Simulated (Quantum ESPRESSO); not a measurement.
# KBr under changes of volume

One of the cells (35.937 Å³/atom); the others are scaled copies at fixed shape and fractional positions:

```
CELL_PARAMETERS angstrom
0.00000 3.30000 3.30000
3.30000 0.00000 3.30000
3.30000 3.30000 0.00000
ATOMIC_POSITIONS crystal
Br 0.50000 0.50000 0.50000
K 0.00000 0.00000 0.00000
```

- Program: Quantum ESPRESSO 7.5
- Functional: rev-vdW-DF2
- Potentials or basis: PseudoDojo 0.4.1 SR PBE standard
- Cutoff: 1007 eV
- Density cutoff: 4027 eV
- k mesh: 7 × 7 × 7
- Occupations: fermi-dirac, width 0.05 eV
- Spin: no spin polarisation

```csv
volume (Å³/atom),energy over the lowest point (meV/atom),pressure (GPa),gap on the mesh (eV)
33.781,5.28,1.0,4.45
34.500,1.85,0.6,4.39
35.218,0.15,0.2,4.33
35.937,0.00,-0.1,4.27
36.656,?,?,?
37.374,3.65,-0.7,4.17
38.093,7.16,-0.9,4.12
```

Question: What does the run at 36.656 Å³/atom give?

Answer: Energy over the lowest point 1.22 meV/atom; pressure -0.4 GPa; gap on the mesh 4.22 eV.

Worked out: A Birch-Murnaghan fit of order 3 (a polynomial in V^(-2/3)) to the other rows has its minimum at 35.65 Å³/atom with B0 = V·E''(V) = 15.9 GPa and B' = 4.9. It gives 1.22 meV/atom at 36.656 Å³/atom, against the run's 1.22, and -dE/dV = -0.4 GPa, against -0.4. A straight line through the other rows of the gap, of slope -2.74 eV per unit of ln V (its deformation potential), gives 4.22 eV, against the run's 4.22.

Energies are extrapolated to zero smearing.

Caveats: the potentials were made for another functional, which shifts forces and pressure; an odd mesh through Γ misses points on the zone boundary, where band edges often lie (some runs).

Spin-orbit coupling on Br is left out.
